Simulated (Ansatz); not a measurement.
## Worked example: the enthalpy of C2H2F3I + C2H4O2 → C2H3F3O + C2H3IO

Species: C2H2F3I (1,1,1-trifluoro-2-iodoethane) `FC(F)(F)CI`, singlet; C2H4O2 (acetic acid) `CC(=O)O`, singlet; C2H3F3O (2,2,2-trifluoroethanol) `OCC(F)(F)F`, singlet; C2H3IO (acetyl iodide) `CC(=O)I`, singlet. The partners trade I for OH; both sit on C, so the bond types are kept.

Shapes, held fixed at every level: PBE0-D4/def2-TZVP. Flexible molecules stand in one conformer, not always the lowest. Programs: Ansatz 0.2.0. The zero-point and thermal terms to 298 K, harmonic and unscaled (PBE0-D4/def2-TZVP), stand in the table.

At SPW92/def2-TZVPP; 1 Eh = 2625.50 kJ/mol:

```
species  energy (Eh)  H(298 K) − E (kJ/mol)  tabulated ΔfH (kJ/mol)
C2H2F3I  -671.820907                  130.6                  -644.5
 C2H4O2  -227.387990                  177.3                  -432.2
C2H3F3O  -449.840560                  169.9                  -888.4
 C2H3IO  -449.343500                  137.4                  -126.4
```

Work out the reaction enthalpy at 298 K from the calculation and from the table of heats.


1. Electronic: (-449.840560) + (-449.343500) − [(-671.820907) + (-227.387990)] = 0.024837 Eh = +65.2 kJ/mol.
2. Zero-point and thermal: (169.9) + (137.4) − [(130.6) + (177.3)] = -0.6 kJ/mol.
3. Computed ΔH = +64.6 kJ/mol.
4. From the heats of formation (CRC Handbook of Chemistry and Physics): (-888.4) + (-126.4) − [(-644.5) + (-432.2)] = +61.9 kJ/mol.
5. Computed less tabulated: +2.7 kJ/mol. Tabulated heats carry uncertainties of their own.

For atoms past krypton def2 sets carry core potentials with scalar relativity.

The exchange is clearly endothermic, by +64.6 kJ/mol computed against +61.9 kJ/mol from the heats of formation, and nearly all of it is electronic. The main cause is probably the loss of carboxylic resonance. In acetic acid an oxygen lone pair donates into the carbonyl π* orbital, whereas in trifluoroethanol the hydroxyl group sits on a saturated carbon and has no such acceptor. Iodine replaces it poorly at the acyl carbon, because its diffuse 5p lone pair overlaps weakly with the π system across a long C–I bond. Acetyl iodide is therefore the less stabilised acyl partner, in keeping with its reactivity as an acylating agent.

The close agreement suggests that much of the local density functional's overbinding cancels between the two sides, even though the carbon hybridisation at each exchanged bond changes. It supports the sign and approximate size of this reaction enthalpy, but not the accuracy of the same functional for separate C–I or C–O bond energies, where that cancellation would be absent.
